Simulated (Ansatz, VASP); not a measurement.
## One calculation of SiC, two programs

The input INCAR:

```
PREC = Accurate ; ENCUT = 520
EDIFF = 1E-7 ; ISMEAR = 0
SIGMA = 0.05 ; LREAL = False
LASPH = True ; NELM = 60
ALGO = Normal ; ISIF = 2
LWAVE = False ; LCHARG = True
GGA = PE ; LELF = True
LVHAR = True ; NBANDS = 16
```

Contents of KPOINTS:

```
regular mesh
0
Gamma
  12 12 6
```

File POSCAR:

```
SiC
1.0
    2.9680957510      0.0000000000      0.0000000000
   -1.4840478755      2.5704463213      0.0000000000
    0.0000000000      0.0000000000      4.6680994832
Si C
2 2
Direct
    0.3333333333      0.6666666667      0.0045635313
    0.6666666667      0.3333333333      0.5045635313
    0.3333333333      0.6666666667      0.3804364687
    0.6666666667      0.3333333333      0.8804364687
```

Input for Ansatz:

```yaml
crystal:
  lattice:
    - [2.968095751, 0.0, 0.0]
    - [-1.4840478755, 2.5704463213, 0.0]
    - [0.0, 0.0, 4.6680994832]
  atoms:
    - { symbol: Si, position: [0.3333333333, 0.6666666667, 0.0045635313] }
    - { symbol: Si, position: [0.6666666667, 0.3333333333, 0.5045635313] }
    - { symbol: C, position: [0.3333333333, 0.6666666667, 0.3804364687] }
    - { symbol: C, position: [0.6666666667, 0.3333333333, 0.8804364687] }
basis:
  ecutwfc: 420
kpoints:
  mp_grid: { grid: [12, 12, 6] }
hamiltonian:
  xc: pbe
scf:
  occupations: { method: gaussian, width: 0.05 }
output:
  forces: true
  stress: true
  eigenvalues: true
```

Change from the starting cell: strain -0.040 along x and y, -0.080 along z, atoms carried along.

Alike in both runs: task single point; functional PBE; k mesh 12 × 12 × 6; occupations gaussian, width 0.05 eV; no spin polarisation.

|  | VASP | Ansatz |
| --- | --- | --- |
| version | VASP 6.6.1 | Ansatz 0.2.0 |
| potentials or method | VASP PAW PBE potentials, release 64 (Si, C) | scalar-relativistic, plane waves, PAW |
| plane-wave cutoff (eV) | 520 | 420 |
| valence electrons in the cell | 16 | 16 |

|  | VASP | Ansatz | Ansatz less VASP |
| --- | --- | --- | --- |
| gap on the k mesh at the Fermi level (eV) | 2.04 | 2.05 | +0.004 |
| least direct gap on the mesh (eV) | 3.85 | 3.85 | +0.006 |
| pressure (GPa) | 48.8 | 48.9 | +0.17 |
| largest component of the traceless stress (GPa) | 22.97 | 22.87 | -0.098 |
| rms of the force components (eV/Å) | 0.564 | 0.564 | +0.0007 |

Atom by atom the forces differ by 0.001 eV/Å (rms over components). The functional is the same, so the differences come from potentials, cutoffs and numerics.

Caveats: so large a pressure means that the cell lies far from this level's equilibrium, or that cutoff or potentials fall short (VASP). A k mesh can miss the band edges.
